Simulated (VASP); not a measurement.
# SnTe: restarted molecular dynamics, 2 variants

SnTe, Pm-3m (no. 221), 8 atoms in the cell. PBE, molecular dynamics; PAW potentials Te, Sn (PBE set).

| Restart from | Temperature at the end (K) | The same without a restart (K) | Potential energy at the end (eV/atom) | The same without a restart (eV/atom) | Electronic steps in the first step after the restart | Time (s) |
|---|---|---|---|---|---|---|
| CONTCAR with velocities, WAVECAR read | 448.0 | 448.0 | -3.49571 | -3.49571 | 5 | 258 |
| CONTCAR with velocities, no WAVECAR | 448.0 | 448.0 | -3.49571 | -3.49571 | 16 | 262 |

Limits: 240 fs of 8 atoms are too short for converged averages; the cell is only 3.9 Å across, so each atom moves in step with near copies of itself.

## Input of the first row

INCAR.step1:
```
GGA = PE
PREC = Normal
ENCUT = 200
EDIFF = 1E-6
NELMIN = 4
NELM = 60
ALGO = Normal
LREAL = Auto
LASPH = True
ISMEAR = 0
SIGMA = 0.05
ISYM = 0
LWAVE = True
LCHARG = False
IBRION = 0
NSW = 30
POTIM = 4.0
TEBEG = 600
ISIF = 2
RANDOM_SEED = 333898 0 0
MDALGO = 1
ANDERSEN_PROB = 0.0
KPAR = 2
```

INCAR.step2, as INCAR.step1 but for:
```
- LWAVE = True
+ LWAVE = False
```

KPOINTS:
```
k-points
0
Gamma
  3 3 1
```

POSCAR.step1:
```
SnTe
1.0
    3.9047000000      0.0000000000      0.0000000000
    0.0000000000      3.9047000000      0.0000000000
    0.0000000000      0.0000000000     15.6188000000
Te Sn
4 4
Direct
    0.5000000000      0.5000000000      0.1250000000
    0.5000000000      0.5000000000      0.3750000000
    0.5000000000      0.5000000000      0.6250000000
    0.5000000000      0.5000000000      0.8750000000
    0.0000000000      0.0000000000      0.0000000000
    0.0000000000      0.0000000000      0.2500000000
    0.0000000000      0.0000000000      0.5000000000
    0.0000000000      0.0000000000      0.7500000000
```

Commands (each step's output is kept before the next begins):
```
cat potpaw_PBE.64/Te/POTCAR potpaw_PBE.64/Sn/POTCAR > POTCAR
cp INCAR.step1 INCAR
cp POSCAR.step1 POSCAR
mpirun -np 2 vasp_std > vasp.out
cp CONTCAR POSCAR
cp INCAR.step2 INCAR
mpirun -np 2 vasp_std > vasp.out
```

Changes of the last row against the first:
```
(step 1)
- LWAVE = True
+ LWAVE = False
```

VASP 6.6.1 took 258 s on 2 cores (Intel Xeon Platinum 8375C @ 2.90GHz (Ice Lake)), a shared host.
